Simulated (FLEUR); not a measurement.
# HfB2 (P6/mmm) in FLEUR: notebook

One crystal, HfB2, is run at these levels: r2SCAN; tasks: band structure, equation of state.

Program: FLEUR MaX-R8.1 (later development tree). These are calculated values, not measurements. Logs are shortened: lines on timing, memory, paths and dates and some standing lists are left out, and cuts for length are marked.

### 1 The crystal as given

It takes space group P6/mmm (No. 191, hexagonal). Conventional cell: a = 3.140 Å, b = 3.140 Å, c = 3.480 Å, α = 90.00°, β = 90.00°, γ = 120.00°. Hf (site symmetry 6/mmm) is surrounded by 12 B at 2.51 Å. B (site symmetry -6m2) is surrounded by 3 B at 1.81 Å.

### 2 Band structure, r2SCAN

Input file inp.xml:

```xml
<?xml version="1.0" encoding="UTF-8" standalone="no"?>
<fleurInput fleurInputVersion="0.39">
   <comment>
      HfB2                                                                                                
   </comment>
   <calculationSetup>
      <cutoffs Kmax="4.53" Gmax="14.0" GmaxXC="14.0" numbands="0"/>
      <scfLoop itmax="80" minDistance="0.0001" maxIterBroyd="30" imix="Anderson" alpha="0.05" precondParam="0.0" spinf="2.0" sdNocoIR="T"/>
      <coreElectrons ctail="F" frcor="F" kcrel="0" coretail_lmax="0"/>
      <xcFunctional name="LibXC" relativisticCorrections="F">
         <LibXCName exchange="mgga_x_r2scan" correlation="mgga_c_r2scan"/>
         <AuxGGA exchange="117" correlation="130"/>
      </xcFunctional>
      <magnetism jspins="1"/>
      <soc l_soc="F" theta="0.0" phi="0.0" spav="F"/>
      <expertModes spex="0" secvar="F"/>
      <geometryOptimization l_f="F" forcealpha="1.0" forcemix="BFGS" epsdisp="0.00001" epsforce="0.00001"/>
      <ldaU l_linMix="F" mixParam="0.05" spinf="1.0"/>
   </calculationSetup>
   <cell>
      <bzIntegration valenceElectrons="32.0" mode="hist" fermiSmearingEnergy="0.00183747">
         <kPointListSelection listName="default-1"/>
         <!-- k-points included here -->
         <xi:include xmlns:xi="http://www.w3.org/2001/XInclude" href="kpts.xml"> </xi:include>
      </bzIntegration>
[... 34 lines left out ...]
         </electronConfig>
         <energyParameters s="2" p="2" d="3" f="4"/>
         <lo type="SCLO" l="0" n="2" eDeriv="2"/>
         <lo type="SCLO" l="1" n="2" eDeriv="2"/>
         <lo type="SCLO" l="2" n="3" eDeriv="2"/>
      </species>
   </atomSpecies>
   <atomGroups>
      <atomGroup species="Hafnium (Hf)">
         <relPos label="                   1">.0000000000 .0000000000 .0000000000</relPos>
         <force calculate="T" relaxXYZ="TTT"/>
      </atomGroup>
      <atomGroup species="Boron (B)">
         <relPos label="                   2">-1.000/3.000 1.000/3.000 1.000/2.000</relPos>
         <relPos label="                   3">1.000/3.000 -1.000/3.000 1.000/2.000</relPos>
         <force calculate="T" relaxXYZ="TTT"/>
      </atomGroup>
   </atomGroups>
   <output dos="F" band="F" slice="F">
      <checks vchk="F" cdinf="F"/>
      <bandDOS minEnergy="-.5*Htr" maxEnergy="0.5*Htr" sigma="0.015" storeEVData="T"/>
      <vacuumDOS vacdos="F" integ="F" star="F" nstars="0" locx1="0.0" locy1="0.0" locx2="0.0" locy2="0.0" nstm="0" tworkf="0.0"/>
      <unfoldingBand unfoldBand="F" supercellX="1" supercellY="1" supercellZ="1"/>
      <plotting iplot="0" polar="F">
         <plot TwoD="T" vec1="  1.0  0.0  0.0" vec2="  0.0  1.0  0.0" vec3="  0.0  0.0  1.0" zero="  0.0  0.0  0.0" file="plot"/>
      </plotting>
      <chargeDensitySlicing numkpt="0" minEigenval="0.0" maxEigenval="0.0" nnne="0" pallst="F"/>
      <specialOutput eonly="F"/>
      <moessbauerParams electricFieldGradient="T" isomerShift="T" coreHyperfine="T" valenceHyperfine="T"/>
      <magneticCircularDichroism mcd="F" energyLo="-10.0" energyUp="0.0"/>
   </output>
  <!-- We include the file relax.xml here to enable relaxations (see documentation) -->
  <xi:include xmlns:xi="http://www.w3.org/2001/XInclude" href="relax.xml"> <xi:fallback/> </xi:include>
</fleurInput>
```

Input file crystal.txt:

```
HfB2
&input cartesian=F /
3.1400000000  0.0000000000  0.0000000000
-1.5700000000  2.7193197679  0.0000000000
0.0000000000  0.0000000000  3.4800000000
1.8897261246
1.0 1.0 1.0

3
72 0.0000000000  0.0000000000  0.0000000000
5 0.6666666667  0.3333333333  0.5000000000
5 0.3333333333  0.6666666667  0.5000000000

&kpt div1=10 div2=10 div3=8 gamma=T /
```

Input file inp.xml (bands):

```
<?xml version="1.0" encoding="UTF-8" standalone="no"?>
<fleurInput fleurInputVersion="0.39">
   <comment>
      HfB2                                                                                                
   </comment>
   <calculationSetup>
      <cutoffs Kmax="4.53" Gmax="14.0" GmaxXC="14.0" numbands="0"/>
      <scfLoop itmax="80" minDistance="0.0001" maxIterBroyd="30" imix="Anderson" alpha="0.05" precondParam="0.0" spinf="2.0" sdNocoIR="T"/>
      <coreElectrons ctail="F" frcor="F" kcrel="0" coretail_lmax="0"/>
      <xcFunctional name="LibXC" relativisticCorrections="F">
         <LibXCName exchange="mgga_x_r2scan" correlation="mgga_c_r2scan"/>
         <AuxGGA exchange="117" correlation="130"/>
      </xcFunctional>
      <magnetism jspins="1"/>
      <soc l_soc="F" theta="0.0" phi="0.0" spav="F"/>
      <expertModes spex="0" secvar="F"/>
      <geometryOptimization l_f="F" forcealpha="1.0" forcemix="BFGS" epsdisp="0.00001" epsforce="0.00001"/>
      <ldaU l_linMix="F" mixParam="0.05" spinf="1.0"/>
   </calculationSetup>
   <cell>
      <bzIntegration valenceElectrons="32.0" mode="hist" fermiSmearingEnergy="0.00183747">
         <kPointListSelection listName="path-1"/>
         <!-- k-points included here -->
         <xi:include xmlns:xi="http://www.w3.org/2001/XInclude" href="kpts.xml"> </xi:include>
      </bzIntegration>
      <!-- symmetry operations included here -->
[... 33 lines left out ...]
         </electronConfig>
         <energyParameters s="2" p="2" d="3" f="4"/>
         <lo type="SCLO" l="0" n="2" eDeriv="2"/>
         <lo type="SCLO" l="1" n="2" eDeriv="2"/>
         <lo type="SCLO" l="2" n="3" eDeriv="2"/>
      </species>
   </atomSpecies>
   <atomGroups>
      <atomGroup species="Hafnium (Hf)">
         <relPos label="                   1">.0000000000 .0000000000 .0000000000</relPos>
         <force calculate="T" relaxXYZ="TTT"/>
      </atomGroup>
      <atomGroup species="Boron (B)">
         <relPos label="                   2">-1.000/3.000 1.000/3.000 1.000/2.000</relPos>
         <relPos label="                   3">1.000/3.000 -1.000/3.000 1.000/2.000</relPos>
         <force calculate="T" relaxXYZ="TTT"/>
      </atomGroup>
   </atomGroups>
   <output dos="F" band="T" slice="F">
      <checks vchk="F" cdinf="F"/>
      <bandDOS minEnergy="-.5*Htr" maxEnergy="0.5*Htr" sigma="0.015" storeEVData="T"/>
      <vacuumDOS vacdos="F" integ="F" star="F" nstars="0" locx1="0.0" locy1="0.0" locx2="0.0" locy2="0.0" nstm="0" tworkf="0.0"/>
      <unfoldingBand unfoldBand="F" supercellX="1" supercellY="1" supercellZ="1"/>
      <plotting iplot="0" polar="F">
         <plot TwoD="T" vec1="  1.0  0.0  0.0" vec2="  0.0  1.0  0.0" vec3="  0.0  0.0  1.0" zero="  0.0  0.0  0.0" file="plot"/>
      </plotting>
      <chargeDensitySlicing numkpt="0" minEigenval="0.0" maxEigenval="0.0" nnne="0" pallst="F"/>
      <specialOutput eonly="F"/>
      <moessbauerParams electricFieldGradient="T" isomerShift="T" coreHyperfine="T" valenceHyperfine="T"/>
      <magneticCircularDichroism mcd="F" energyLo="-10.0" energyUp="0.0"/>
   </output>
  <!-- We include the file relax.xml here to enable relaxations (see documentation) -->
  <xi:include xmlns:xi="http://www.w3.org/2001/XInclude" href="relax.xml"> <xi:fallback/> </xi:include>
</fleurInput>
```

Potentials or basis: all-electron, FLAPW.

Command:

```sh
inpgen -f crystal.txt -profile fastHighL
# inp.xml edited to the form shown
fleur_MPI
fleur_MPI   # second run, on inp.xml (bands)
```

Output:

```text
Welcome to FLEUR        (www.flapw.de)
      MaX-Release 8.1          (www.max-centre.eu)
 func_ids         498         497         498         497
 MetaGGA potential functional detected - V_tau will be computed
 Auxiliary Potential for radial basis: exchange=         117  correlation=         130
The functional 'Re-regularized SCAN exchange by Furness et al' is an exchange functional, it belongs to the 'MGGA' family and is defined in the reference(s):
[1] J. W. Furness, A. D. Kaplan, J. Ning, J. P. Perdew, and J. Sun.,  J. Phys. Chem. Lett. 11, 8208-8215 (2020)
[2] J. W. Furness, A. D. Kaplan, J. Ning, J. P. Perdew, and J. Sun.,  J. Phys. Chem. Lett. 11, 9248-9248 (2020)
The functional 'Re-regularized SCAN correlation by Furness et al' is a correlation functional, it belongs to the 'MGGA' family and is defined in the reference(s):
[1] J. W. Furness, A. D. Kaplan, J. Ning, J. P. Perdew, and J. Sun.,  J. Phys. Chem. Lett. 11, 8208-8215 (2020)
[2] J. W. Furness, A. D. Kaplan, J. Ning, J. P. Perdew, and J. Sun.,  J. Phys. Chem. Lett. 11, 9248-9248 (2020)
 Using same functional for VXC and EXC

 ========== k-point set info ==========
 Selected k-point list: default-1
 k-point list type: mesh
 10 x 10 x 8
 Number of k points: 70

 ------------Calculation Setup---------------------------
 Number of MPI-tasks      :            1
 Number of PE/node        :            1
 Number of OMP-threads    :            1
 Most efficient MPI parallelization for:
           1           2           5           7          10          14          35          70
 Additional eigenvalue parallelization possible
 Number of basis functions:          411
 Approximate size of matrices (H+S) per k-point:         0.003 GB
 --------------------------------------------------------
The functional 'Hammer, Hansen, and Norskov' is an exchange functional, it belongs to the 'GGA' family and is defined in the reference(s):
[1] B. Hammer, L. B. Hansen, and J. K. Nørskov.,  Phys. Rev. B 59, 7413 (1999)
The functional 'Perdew, Burke & Ernzerhof' is a correlation functional, it belongs to the 'GGA' family and is defined in the reference(s):
[1] J. P. Perdew, K. Burke, and M. Ernzerhof.,  Phys. Rev. Lett. 77, 3865 (1996)
[2] J. P. Perdew, K. Burke, and M. Ernzerhof.,  Phys. Rev. Lett. 78, 1396 (1997)
 Using same functional for VXC and EXC
 Using auxiliary GGA potential for the first iteration of MetaGGA calculation.
Nuclear radius smaller than smallest radial mesh point for atom type 2 -- skipping its core isomer shift
Nuclear radius smaller than smallest radial mesh point for atom type 2 -- skipping its isomer shift
 Reset of history
 Reset of history
 Iteration:     1   Distance:      43.05672720 me/bohr^3
The functional 'Hammer, Hansen, and Norskov' is an exchange functional, it belongs to the 'GGA' family and is defined in the reference(s):
[1] B. Hammer, L. B. Hansen, and J. K. Nørskov.,  Phys. Rev. B 59, 7413 (1999)
The functional 'Perdew, Burke & Ernzerhof' is a correlation functional, it belongs to the 'GGA' family and is defined in the reference(s):
[1] J. P. Perdew, K. Burke, and M. Ernzerhof.,  Phys. Rev. Lett. 77, 3865 (1996)
[2] J. P. Perdew, K. Burke, and M. Ernzerhof.,  Phys. Rev. Lett. 78, 1396 (1997)
 Using same functional for VXC and EXC
Nuclear radius smaller than smallest radial mesh point for atom type 2 -- skipping its core isomer shift
Nuclear radius smaller than smallest radial mesh point for atom type 2 -- skipping its isomer shift
 Iteration:     2   Distance:      40.19785856 me/bohr^3
The functional 'Hammer, Hansen, and Norskov' is an exchange functional, it belongs to the 'GGA' family and is defined in the reference(s):
[1] B. Hammer, L. B. Hansen, and J. K. Nørskov.,  Phys. Rev. B 59, 7413 (1999)
The functional 'Perdew, Burke & Ernzerhof' is a correlation functional, it belongs to the 'GGA' family and is defined in the reference(s):
[1] J. P. Perdew, K. Burke, and M. Ernzerhof.,  Phys. Rev. Lett. 77, 3865 (1996)
[... 7 lines left out ...]
The functional 'Perdew, Burke & Ernzerhof' is a correlation functional, it belongs to the 'GGA' family and is defined in the reference(s):
[1] J. P. Perdew, K. Burke, and M. Ernzerhof.,  Phys. Rev. Lett. 77, 3865 (1996)
[2] J. P. Perdew, K. Burke, and M. Ernzerhof.,  Phys. Rev. Lett. 78, 1396 (1997)
 Using same functional for VXC and EXC
Nuclear radius smaller than smallest radial mesh point for atom type 2 -- skipping its core isomer shift
Nuclear radius smaller than smallest radial mesh point for atom type 2 -- skipping its isomer shift
 Iteration:     4   Distance:      14.15300836 me/bohr^3
The functional 'Hammer, Hansen, and Norskov' is an exchange functional, it belongs to the 'GGA' family and is defined in the reference(s):
[1] B. Hammer, L. B. Hansen, and J. K. Nørskov.,  Phys. Rev. B 59, 7413 (1999)
The functional 'Perdew, Burke & Ernzerhof' is a correlation functional, it belongs to the 'GGA' family and is defined in the reference(s):
[1] J. P. Perdew, K. Burke, and M. Ernzerhof.,  Phys. Rev. Lett. 77, 3865 (1996)
[2] J. P. Perdew, K. Burke, and M. Ernzerhof.,  Phys. Rev. Lett. 78, 1396 (1997)
 Using same functional for VXC and EXC
Nuclear radius smaller than smallest radial mesh point for atom type 2 -- skipping its core isomer shift
Nuclear radius smaller than smallest radial mesh point for atom type 2 -- skipping its isomer shift
 Iteration:     5   Distance:       6.22169392 me/bohr^3
The functional 'Hammer, Hansen, and Norskov' is an exchange functional, it belongs to the 'GGA' family and is defined in the reference(s):
[1] B. Hammer, L. B. Hansen, and J. K. Nørskov.,  Phys. Rev. B 59, 7413 (1999)
The functional 'Perdew, Burke & Ernzerhof' is a correlation functional, it belongs to the 'GGA' family and is defined in the reference(s):
[1] J. P. Perdew, K. Burke, and M. Ernzerhof.,  Phys. Rev. Lett. 77, 3865 (1996)
[2] J. P. Perdew, K. Burke, and M. Ernzerhof.,  Phys. Rev. Lett. 78, 1396 (1997)
[... 72 lines left out ...]
 Using same functional for VXC and EXC
Nuclear radius smaller than smallest radial mesh point for atom type 2 -- skipping its core isomer shift
Nuclear radius smaller than smallest radial mesh point for atom type 2 -- skipping its isomer shift
 Iteration:    14   Distance:       0.00032847 me/bohr^3
The functional 'Hammer, Hansen, and Norskov' is an exchange functional, it belongs to the 'GGA' family and is defined in the reference(s):
[1] B. Hammer, L. B. Hansen, and J. K. Nørskov.,  Phys. Rev. B 59, 7413 (1999)
The functional 'Perdew, Burke & Ernzerhof' is a correlation functional, it belongs to the 'GGA' family and is defined in the reference(s):
[1] J. P. Perdew, K. Burke, and M. Ernzerhof.,  Phys. Rev. Lett. 77, 3865 (1996)
[2] J. P. Perdew, K. Burke, and M. Ernzerhof.,  Phys. Rev. Lett. 78, 1396 (1997)
 Using same functional for VXC and EXC
Nuclear radius smaller than smallest radial mesh point for atom type 2 -- skipping its core isomer shift
Nuclear radius smaller than smallest radial mesh point for atom type 2 -- skipping its isomer shift
 Iteration:    15   Distance:       0.00022731 me/bohr^3
The functional 'Hammer, Hansen, and Norskov' is an exchange functional, it belongs to the 'GGA' family and is defined in the reference(s):
[1] B. Hammer, L. B. Hansen, and J. K. Nørskov.,  Phys. Rev. B 59, 7413 (1999)
The functional 'Perdew, Burke & Ernzerhof' is a correlation functional, it belongs to the 'GGA' family and is defined in the reference(s):
[1] J. P. Perdew, K. Burke, and M. Ernzerhof.,  Phys. Rev. Lett. 77, 3865 (1996)
[2] J. P. Perdew, K. Burke, and M. Ernzerhof.,  Phys. Rev. Lett. 78, 1396 (1997)
 Using same functional for VXC and EXC
Nuclear radius smaller than smallest radial mesh point for atom type 2 -- skipping its core isomer shift
Nuclear radius smaller than smallest radial mesh point for atom type 2 -- skipping its isomer shift
 Iteration:    16   Distance:       0.00010568 me/bohr^3
The functional 'Hammer, Hansen, and Norskov' is an exchange functional, it belongs to the 'GGA' family and is defined in the reference(s):
[1] B. Hammer, L. B. Hansen, and J. K. Nørskov.,  Phys. Rev. B 59, 7413 (1999)
The functional 'Perdew, Burke & Ernzerhof' is a correlation functional, it belongs to the 'GGA' family and is defined in the reference(s):
[1] J. P. Perdew, K. Burke, and M. Ernzerhof.,  Phys. Rev. Lett. 77, 3865 (1996)
[2] J. P. Perdew, K. Burke, and M. Ernzerhof.,  Phys. Rev. Lett. 78, 1396 (1997)
 Using same functional for VXC and EXC
Nuclear radius smaller than smallest radial mesh point for atom type 2 -- skipping its core isomer shift
Nuclear radius smaller than smallest radial mesh point for atom type 2 -- skipping its isomer shift
 Iteration:    17   Distance:       0.00000807 me/bohr^3

 ********************************************************************
 Run finished successfully
 Stop message:
   all done
 ********************************************************************
```

It took 72 s on 1 thread of Arm Neoverse V2, shared host; peak memory 0.09 GiB.

Results:

- Free energy: -412157.4050 eV
- Band gap along the path: none (metal or under the smearing width)
- Valence electrons inside the program's atomic spheres: Hf 24.45; B 1.54 (radii Hf 2.66, B 1.59 bohr)

Levels at the corners of the path, in eV from the Fermi level:
```tsv
point	band 14	band 15	band 16	band 17	band 18	band 19
Γ	-2.99	-2.99	-2.93	4.31	4.31	4.99
M	-4.28	-3.56	-2.92	2.31	2.94	5.91
K	-8.04	-2.65	-2.65	1.87	1.87	3.74
Γ	-2.99	-2.99	-2.93	4.31	4.31	4.99
A	-1.15	-1.15	0.42	0.42	1.13	1.13
L	-5.18	-4.90	-2.92	4.23	4.49	6.53
H	-5.81	-3.38	-3.38	4.89	5.82	7.26
A	-1.15	-1.15	0.42	0.42	1.13	1.13
L	-5.18	-4.90	-2.92	4.23	4.49	6.53
M	-4.28	-3.56	-2.92	2.31	2.94	5.91
K	-8.04	-2.65	-2.65	1.87	1.87	3.74
H	-5.81	-3.38	-3.38	4.89	5.82	7.26
```

Core levels (eV from the Fermi level):
```csv
atom,levels
1 Hf,"1s1/2 -65198.6, 2s1/2 -11138.6, 2p1/2 -10636.0, 2p3/2 -9444.1, 3s1/2 -2533.8, 3p1/2 -2311.4, 3p3/2 -2055.9, 4s1/2 -506.2, 3d3/2 -1680.4, 3d5/2 -1624.7, 4p1/2 -415.1, 4p3/2 -356.7, 4d3/2 -207.3, 4d5/2 -196.6"
2 B,1s1/2 -173.9
3 B,1s1/2 -173.9
```

Caveat: the meta-GGA is that of a development version, with a GGA for the radial functions and cores and without core tails; spin-orbit coupling is left out, which moves the levels of the heavy elements.

### 3 Equation of state, r2SCAN, 9.31 Å³/atom (volume scaled by 0.94)

Changes to inp.xml since step 2:

```diff
@@ -6,3 +6,3 @@
    <calculationSetup>
-      <cutoffs Kmax="4.53" Gmax="14.0" GmaxXC="14.0" numbands="0"/>
+      <cutoffs Kmax="4.68" Gmax="14.5" GmaxXC="14.5" numbands="0"/>
       <scfLoop itmax="80" minDistance="0.0001" maxIterBroyd="30" imix="Anderson" alpha="0.05" precondParam="0.0" spinf="2.0" sdNocoIR="T"/>
@@ -27,3 +27,3 @@
       <xi:include xmlns:xi="http://www.w3.org/2001/XInclude" href="sym.xml"> </xi:include>
-      <bulkLattice scale="1.0">
+      <bulkLattice scale="0.9795861087">
          <bravaisMatrix>
@@ -52,3 +52,3 @@
       <species name="Boron (B)" element="B" atomicNumber="5">
-         <mtSphere radius="1.59" gridPoints="527" logIncrement="0.019"/>
+         <mtSphere radius="1.54" gridPoints="527" logIncrement="0.019"/>
          <atomicCutoffs lmax="8" lnonsphr="8"/>
```

Potentials or basis: all-electron, FLAPW.

Command:

```sh
inpgen -f crystal.txt -profile fastHighL
# inp.xml edited to the form shown
fleur_MPI
```

Run time: 65 s. Hardware: 1 thread of Arm Neoverse V2, shared host; peak memory 0.09 GiB.

The run converged. Its results:

* Free energy: -412157.3202 eV
* Band gap on the k mesh: none (metal or under the smearing width)
* Valence electrons inside the program's atomic spheres: Hf 24.63; B 1.48 (radii Hf 2.66, B 1.54 bohr)

Caveat: the meta-GGA is that of a development version, with a GGA for the radial functions and cores and without core tails.

### 4 Equation of state, r2SCAN, 9.51 Å³/atom (volume scaled by 0.96)

Changes to inp.xml since step 3:

```diff
@@ -27,3 +27,3 @@
       <xi:include xmlns:xi="http://www.w3.org/2001/XInclude" href="sym.xml"> </xi:include>
-      <bulkLattice scale="0.9795861087">
+      <bulkLattice scale="0.9864848297">
          <bravaisMatrix>
```

Command:

```sh
inpgen -f crystal.txt -profile fastHighL
# inp.xml edited to the form shown
fleur_MPI
```

Wall time 71 s (1 thread of Arm Neoverse V2, shared host); peak memory 0.09 GiB.

It converged, with:

```
Free energy                                           : -412157.3718 eV
Band gap on the k mesh                                : none (metal or under the smearing width)
Valence electrons inside the program's atomic spheres : Hf 24.57; B 1.46 (radii Hf 2.66, B 1.54 bohr)
```

Caveat: the meta-GGA is that of a development version, with a GGA for the radial functions and cores and without core tails.

### 5 Equation of state, r2SCAN, 9.90 Å³/atom

Changes to inp.xml since step 4:

```diff
@@ -27,3 +27,3 @@
       <xi:include xmlns:xi="http://www.w3.org/2001/XInclude" href="sym.xml"> </xi:include>
-      <bulkLattice scale="0.9864848297">
+      <bulkLattice scale="1.0000000000">
          <bravaisMatrix>
```

Command:

```sh
inpgen -f crystal.txt -profile fastHighL
# inp.xml edited to the form shown
fleur_MPI
```

Run time: 75 s. Hardware: 1 thread of Arm Neoverse V2, shared host; peak memory 0.1 GiB.

The run converged. Its results:

```
Free energy                                           : -412157.4079 eV
Band gap on the k mesh                                : none (metal or under the smearing width)
Valence electrons inside the program's atomic spheres : Hf 24.45; B 1.42 (radii Hf 2.66, B 1.54 bohr)
```

Caveat: the meta-GGA is that of a development version, with a GGA for the radial functions and cores and without core tails.

(Part 1 of 2 ends here.)
